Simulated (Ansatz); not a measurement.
α-phase Li₃N was calculated with PBEsol (Ansatz, a first-principles code, plane waves, PAW).

Numerical settings: plane-wave cutoff 520 eV, 12×12×10 k mesh (along the axes of the cell as run), Fermi–Dirac smearing 0.01 eV, scalar-relativistic PAW data made under PBE.

Shape and atoms are relaxed at each volume.

Pressure at four volumes; x = ln(V/10.830 Å³). One pressure is withheld.

| V (Å³/atom) | x | P (GPa) |
|---|---|---|
| 10.397 | -0.0408 | 2.41 |
| 10.830 | 0.0000 | 0.00 |
| 11.047 | 0.0198 | -1.04 |
| 11.263 | 0.0392 | ? |

**Question.** Pass a parabola P(x) through the three rows shown, estimate the bulk modulus and its pressure derivative near zero pressure, and predict the withheld pressure.

**Answer.** Slopes between the rows: (0.00 − (2.41))/(0.0000 − (-0.0408)) = -59.07 and (-1.04 − (0.00))/(0.0198 − (0.0000)) = -52.53 GPa. Their difference over the span 0.0606 is c = 6.54/0.0606 = 107.9 GPa, so P(x) = 2.41 + (-59.07)(x − (-0.0408)) + 107.9 (x − (-0.0408))(x − (0.0000)). At the middle row B = −dP/dx = −[-59.07 + 107.9 × 0.0408] = 54.7 GPa, and B′ = dB/dP = 2c/B = 3.9. At x = 0.0392 the parabola gives -1.98 GPa; the run gives -1.99 GPa. The Birch–Murnaghan fit to the energies at all volumes has B0 = 54.6 GPa and B′ = 3.8.

Note: the bulk modulus comes from volumes at which shape and atoms were relaxed.
